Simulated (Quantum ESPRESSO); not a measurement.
# Ge (Fd-3m) in Quantum ESPRESSO: further runs, part 3 of 4

Quantum ESPRESSO 7.5. The steps go on from the part before.

## Step 5: Phonons, PBE

Input file pw.in:

```
&CONTROL
  calculation = 'scf'
  prefix = 'pwscf'
  outdir = './tmp'
  pseudo_dir = './pseudo'
  tprnfor = .true.
  tstress = .true.
  disk_io = 'low'
/
&SYSTEM
  ibrav = 0
  nat = 2
  ntyp = 1
  ecutwfc = 54
  ecutrho = 324
  nbnd = 21
  occupations = 'smearing'
  smearing = 'mv'
  degauss = 0.01469973
/
&ELECTRONS
  conv_thr = 4d-10
  electron_maxstep = 120
  mixing_beta = 0.5
/
ATOMIC_SPECIES
Ge    72.6300 Ge.GGA_PBE-JTH.UPF
CELL_PARAMETERS angstrom
   0.0000000000    2.8289100000    2.8289100000
   2.8289100000    0.0000000000    2.8289100000
   2.8289100000    2.8289100000    0.0000000000
ATOMIC_POSITIONS angstrom
Ge     4.2433650000    4.2433650000    4.2433650000
Ge     2.8289100000    2.8289100000    2.8289100000
K_POINTS automatic
8 8 8 0 0 0
```

Input file scf2.in:

```
&CONTROL
  calculation = 'scf'
  prefix = 'pwscf'
  outdir = './tmp'
  pseudo_dir = './pseudo'
  tprnfor = .true.
  tstress = .true.
  disk_io = 'low'
/
&SYSTEM
  ibrav = 0
  nat = 2
  ntyp = 1
  ecutwfc = 54
  ecutrho = 324
  nbnd = 21
  occupations = 'smearing'
  smearing = 'mv'
  degauss = 0.01469973
/
&ELECTRONS
  conv_thr = 1d-13
  electron_maxstep = 120
  mixing_beta = 0.5
  startingpot = 'file'
  startingwfc = 'file'
/
ATOMIC_SPECIES
Ge    72.6300 Ge.GGA_PBE-JTH.UPF
CELL_PARAMETERS angstrom
   0.0000000000    2.8289100000    2.8289100000
   2.8289100000    0.0000000000    2.8289100000
   2.8289100000    2.8289100000    0.0000000000
ATOMIC_POSITIONS angstrom
Ge     4.2433650000    4.2433650000    4.2433650000
Ge     2.8289100000    2.8289100000    2.8289100000
K_POINTS automatic
8 8 8 0 0 0
```

Input file ph.in:

```
phonons of Ge
&INPUTPH
  prefix = 'pwscf'
  outdir = './tmp'
  tr2_ph = 1d-18
  fildyn = 'dyn'
  niter_ph = 90
  alpha_mix(1) = 0.4
/
0.0000000000 0.0000000000 0.0000000000
```

Input file dynmat.in:

```
&INPUT
  fildyn = 'dyn'
  asr = 'crystal'
  filout = 'dynmat.disp'
  fileig = 'dynmat.eig'
/
```

Potentials or basis: JTH 2.0 PBE.

Run with:

```
$ OMP_NUM_THREADS=1 mpirun -n 4 pw.x -nk 4 -in pw.in > pw.out
$ OMP_NUM_THREADS=1 mpirun -n 4 pw.x -nk 4 -in scf2.in > scf2.out
$ OMP_NUM_THREADS=1 mpirun -n 4 ph.x -nk 4 -in ph.in > ph.out
$ OMP_NUM_THREADS=1 mpirun -n 1 dynmat.x -in dynmat.in > dynmat.out
```

pw.out:

```text
This program is part of the open-source Quantum ESPRESSO suite
     for quantum simulation of materials; please cite
         "P. Giannozzi et al., J. Phys.:Condens. Matter 21 395502 (2009);
         "P. Giannozzi et al., J. Phys.:Condens. Matter 29 465901 (2017);
         "P. Giannozzi et al., J. Chem. Phys. 152 154105 (2020);
     in publications or presentations arising from this work. More details at

     file Ge.GGA_PBE-JTH.UPF: wavefunction(s)  4S 0S 4P 0P 3D 0D renormalized
     Message from routine setup:
     using ibrav=0 with symmetry is DISCOURAGED, use correct ibrav instead

     K-points division:     npool     =       4
     Subspace diagonalization in iterative solution of the eigenvalue problem:
     a serial algorithm will be used

     G-vector sticks info
     --------------------
     sticks:   dense  smooth     PW     G-vecs:    dense   smooth      PW
     Sum        1285     847    253                30155    16361    2733

     Using Slab Decomposition

     bravais-lattice index     =            0
     lattice parameter (alat)  =       7.5602  a.u.
     unit-cell volume          =     305.5512 (a.u.)^3
     number of atoms/cell      =            2
     number of atomic types    =            1
     number of electrons       =        28.00
     number of Kohn-Sham states=           21
     kinetic-energy cutoff     =      54.0000  Ry
     charge density cutoff     =     324.0000  Ry
     scf convergence threshold =      4.0E-10
     mixing beta               =       0.5000
     number of iterations used =            8  plain     mixing
     Exchange-correlation= SLA PW PBX PBC
                           (   1   4   3   4   0   0   0)

     celldm(1)=   7.560195  celldm(2)=   0.000000  celldm(3)=   0.000000
     celldm(4)=   0.000000  celldm(5)=   0.000000  celldm(6)=   0.000000

     crystal axes: (cart. coord. in units of alat)
               a(1) = (   0.000000   0.707107   0.707107 )
               a(2) = (   0.707107   0.000000   0.707107 )
               a(3) = (   0.707107   0.707107   0.000000 )

     reciprocal axes: (cart. coord. in units 2 pi/alat)
               b(1) = ( -0.707107  0.707107  0.707107 )
               b(2) = (  0.707107 -0.707107  0.707107 )
               b(3) = (  0.707107  0.707107 -0.707107 )

     PseudoPot. # 1 for Ge read from file:
     Ge.GGA_PBE-JTH.UPF
     Pseudo is Projector augmented-wave + core cor, Zval = 14.0
     Generated using ATOMPAW code
     Shape of augmentation charge: SINC**2
     Using radial grid of 1054 points,  6 beta functions with:
                l(1) =   0
                l(2) =   0
                l(3) =   1
                l(4) =   1
                l(5) =   2
                l(6) =   2
     Q(r) pseudized with 0 coefficients

     atomic species   valence    mass     pseudopotential
     Ge               14.00    72.63000     Ge( 1.00)

     48 Sym. Ops., with inversion, found (24 have fractional translation)

   Cartesian axes

     site n.     atom                  positions (alat units)
         1        Ge     tau(   1) = (   1.0606602   1.0606602   1.0606602  )
         2        Ge     tau(   2) = (   0.7071068   0.7071068   0.7071068  )

     number of k points=    29  Marzari-Vanderbilt smearing, width (Ry)=  0.0147
                       cart. coord. in units 2pi/alat
        k(    1) = (   0.0000000   0.0000000   0.0000000), wk =   0.0039062
        k(    2) = (   0.0883883   0.0883883  -0.0883883), wk =   0.0312500
        k(    3) = (   0.1767767   0.1767767  -0.1767767), wk =   0.0312500
        k(    4) = (   0.2651650   0.2651650  -0.2651650), wk =   0.0312500
        k(    5) = (  -0.3535534  -0.3535534   0.3535534), wk =   0.0156250
        k(    6) = (   0.1767767   0.0000000   0.0000000), wk =   0.0234375
[... 21 lines left out ...]
        k(   28) = (  -0.7071068   0.1767767  -0.0000000), wk =   0.0468750
        k(   29) = (  -0.7071068   0.3535534   0.0000000), wk =   0.0234375

     Dense  grid:    30155 G-vectors     FFT dimensions: (  48,  48,  48)

     Smooth grid:    16361 G-vectors     FFT dimensions: (  36,  36,  36)

     Initial potential from superposition of free atoms

     starting charge      27.9985, renormalised to      28.0000
     Starting wfcs are   36 randomized atomic wfcs
     Checking if some PAW data can be deallocated...

     Self-consistent Calculation

     iteration #  1     ecut=    54.00 Ry     beta= 0.50
     Davidson diagonalization with overlap
     ethr =  1.00E-02,  avg # of iterations =  8.1

     Threshold (ethr) on eigenvalues was too large:
     Diagonalizing with lowered threshold

     Davidson diagonalization with overlap
     ethr =  1.14E-04,  avg # of iterations =  6.1

     total energy              =    -631.07636136 Ry
     estimated scf accuracy    <       0.03490556 Ry
[... 50 lines left out ...]
     iteration #  9     ecut=    54.00 Ry     beta= 0.50
     Davidson diagonalization with overlap
     ethr =  6.86E-12,  avg # of iterations =  2.0

     End of self-consistent calculation

          k = 0.0000 0.0000 0.0000 (  2085 PWs)   bands (ev):

   -14.2417 -14.2417 -14.2417 -14.2049 -14.2049 -13.9955 -13.9955 -13.9955
   -13.9814 -13.9814  -2.2070  10.5776  10.5855  10.5855  10.5855  13.1367
    13.1367  13.1367  16.9966  20.0964  20.0964

          k = 0.0884 0.0884-0.0884 (  2049 PWs)   bands (ev):
[... 19 lines left out ...]
   -14.2660 -14.2660 -14.2240 -14.1632 -14.1632 -14.0292 -14.0292 -14.0161
   -13.9549 -13.9549  -0.1158   2.9667   9.1693   9.1693  10.7527  14.3417
    14.3417  17.7086  21.1445  21.6357  21.8070

          k = 0.1768 0.0000 0.0000 (  2029 PWs)   bands (ev):

   -14.2490 -14.2474 -14.2474 -14.1960 -14.1816 -14.0295 -13.9895 -13.9868
   -13.9868 -13.9668  -1.9523   8.1818   9.7056   9.7056  12.4889  12.8086
    14.3354  14.3354  17.9919  18.2179  20.3603

          k = 0.2652 0.0884-0.0884 (  2040 PWs)   bands (ev):
[... 25 lines left out ...]
   -14.2688 -14.2666 -14.2209 -14.1739 -14.1563 -14.0423 -14.0275 -14.0064
   -13.9590 -13.9500  -1.0484   5.0583   8.0222   9.6507  12.2073  14.3614
    14.5585  16.2877  18.2184  19.4859  20.9872

          k = 0.0000-0.1768 0.1768 (  2047 PWs)   bands (ev):

   -14.2608 -14.2539 -14.2352 -14.1863 -14.1749 -14.0273 -14.0176 -13.9860
   -13.9777 -13.9580  -1.7038   6.9391   8.8362  10.1991  12.2848  13.7074
    13.8723  15.3732  18.1766  19.0579  19.2287

          k = 0.3536 0.0000 0.0000 (  2045 PWs)   bands (ev):

   -14.2598 -14.2598 -14.2477 -14.1708 -14.1363 -14.0820 -14.0128 -13.9691
   -13.9670 -13.9670  -1.1965   5.8549   8.5368   8.5368  11.6022  13.3210
    16.4255  16.4255  17.6865  20.7234  21.1535

          k = 0.4419 0.0884-0.0884 (  2043 PWs)   bands (ev):
[... 13 lines left out ...]
   -14.2901 -14.2753 -14.1914 -14.1345 -14.1250 -14.0771 -14.0655 -14.0324
   -13.9424 -13.9296   0.4569   2.9715   6.4232   8.4908  12.2047  15.6151
    16.2583  17.3659  18.3202  19.6271  22.4176

          k = 0.0000-0.3536 0.3536 (  2029 PWs)   bands (ev):

   -14.2821 -14.2747 -14.1979 -14.1608 -14.1335 -14.0618 -14.0432 -14.0294
   -13.9432 -13.9400  -0.3210   4.0412   6.7076   9.0698  12.5417  15.3792
    15.7107  15.8860  18.2872  20.0477  22.5065

          k = 0.5303-0.0000 0.0000 (  2052 PWs)   bands (ev):

   -14.2710 -14.2710 -14.2278 -14.1386 -14.1336 -14.0841 -14.0481 -13.9929
   -13.9485 -13.9485   0.0328   3.6581   7.7609   7.7609  11.1671  12.1594
    18.6326  18.6326  19.8361  22.4806  22.9713

          k =-0.0884-0.6187 0.6187 (  2051 PWs)   bands (ev):

   -14.2821 -14.2746 -14.2019 -14.1545 -14.1131 -14.0693 -14.0674 -14.0203
   -13.9426 -13.9358   0.8631   2.6102   7.0071   7.6724  11.4891  12.5365
    18.4769  18.8946  21.1643  22.4876  22.5241

          k = 0.0000-0.5303 0.5303 (  2065 PWs)   bands (ev):

   -14.2923 -14.2764 -14.1876 -14.1289 -14.1023 -14.0892 -14.0836 -14.0346
   -13.9404 -13.9260   1.2103   2.2719   6.2352   7.9363  11.7470  14.6722
    17.7823  17.9633  18.7842  20.4291  24.1473

          k =-0.7071 0.0000 0.0000 (  2044 PWs)   bands (ev):

   -14.2754 -14.2754 -14.1898 -14.1898 -14.0905 -14.0905 -14.0336 -14.0336
   -13.9410 -13.9410   1.6806   1.6806   7.4938   7.4938  11.3413  11.3413
    20.0792  20.0792  22.1697  22.1697  23.4354

          k = 0.3536 0.1768 0.0000 (  2050 PWs)   bands (ev):

   -14.2701 -14.2677 -14.2249 -14.1689 -14.1406 -14.0716 -14.0192 -14.0005
   -13.9578 -13.9497  -0.9706   5.2016   7.7189   8.9593  12.9538  13.3725
    15.2555  16.1329  18.6415  20.7093  20.9852

          k =-0.2652-0.4419 0.6187 (  2049 PWs)   bands (ev):
[... 19 lines left out ...]
   -14.2904 -14.2810 -14.1802 -14.1252 -14.1165 -14.0916 -14.0719 -14.0401
   -13.9368 -13.9280   0.9815   2.5373   6.4324   7.4864  12.8842  14.8062
    15.6965  17.6654  19.5127  22.2542  22.7548

          k = 0.0000-0.3536 0.5303 (  2054 PWs)   bands (ev):

   -14.2908 -14.2805 -14.1810 -14.1309 -14.1045 -14.1016 -14.0678 -14.0396
   -13.9374 -13.9283   0.6551   2.8986   6.2816   7.8482  13.2524  15.1129
    15.5714  17.3542  18.8377  20.2895  23.9291

          k =-0.7071 0.1768-0.0000 (  2056 PWs)   bands (ev):

   -14.2830 -14.2830 -14.1709 -14.1709 -14.0922 -14.0922 -14.0499 -14.0499
   -13.9343 -13.9343   1.7284   1.7284   7.0297   7.0297  12.5296  12.5296
    18.1870  18.1870  21.6511  21.6511  23.4886

          k =-0.7071 0.3536 0.0000 (  2048 PWs)   bands (ev):

   -14.2891 -14.2891 -14.1476 -14.1476 -14.0984 -14.0984 -14.0665 -14.0665
   -13.9288 -13.9288   1.7787   1.7787   6.6662   6.6662  14.8987  14.8987
    15.3182  15.3182  21.6165  21.6165  23.5662

     the Fermi energy is    10.5052 ev

!    total energy              =    -631.07622617 Ry
     total all-electron energy =      -631.076226 Ry
     estimated scf accuracy    <          1.4E-10 Ry
     smearing contrib. (-TS)   =       0.00023209 Ry
     internal energy E=F+TS    =    -631.07645825 Ry

     The total energy is F=E-TS. E is the sum of the following terms:
     one-electron contribution =    -289.32211496 Ry
     hartree contribution      =      88.96156447 Ry
     xc contribution           =     -35.50998888 Ry
     ewald contribution        =    -197.50075820 Ry
     one-center paw contrib.   =    -197.70516068 Ry

     convergence has been achieved in   9 iterations

     Forces acting on atoms (cartesian axes, Ry/au):

     atom    1 type  1   force =     0.00000000    0.00000000    0.00000000
     atom    2 type  1   force =    -0.00000000   -0.00000000   -0.00000000

     Total force =     0.000000     Total SCF correction =     0.000000

     Computing stress (Cartesian axis) and pressure

          total   stress  (Ry/bohr**3)                   (kbar)     P=       38.68
   0.00026297  -0.00000000  -0.00000000           38.68       -0.00       -0.00
  -0.00000000   0.00026297   0.00000000           -0.00       38.68        0.00
  -0.00000000   0.00000000   0.00026297           -0.00        0.00       38.68

=------------------------------------------------------------------------------=
   JOB DONE.
=------------------------------------------------------------------------------=
```

Run time: 2.1 min. Hardware: 4 MPI ranks of Arm Neoverse V2, shared host; peak memory 0.56 GiB.

What came out:

```
Free energy                   : -8586.2295 eV
Pressure after relaxing       : 3.9 GPa
Band gap on the k mesh        : none (metal or under the smearing width)
Highest phonon frequency at Γ : 291 cm⁻¹
```

Phonon frequencies in cm⁻¹ (negative: imaginary):
```tsv
q point	frequencies
(0.000, 0.000, 0.000)	8 8 8 291 291 291
```

Optical modes at Γ, degenerate ones joined:
| cm⁻¹ | components | symmetry | active in |
| --- | --- | --- | --- |
| 291 | 3 | T2g | Raman |

Caveat: the cell is more than 3 GPa from zero pressure, which shifts response properties.

[end of part 3 of 4]
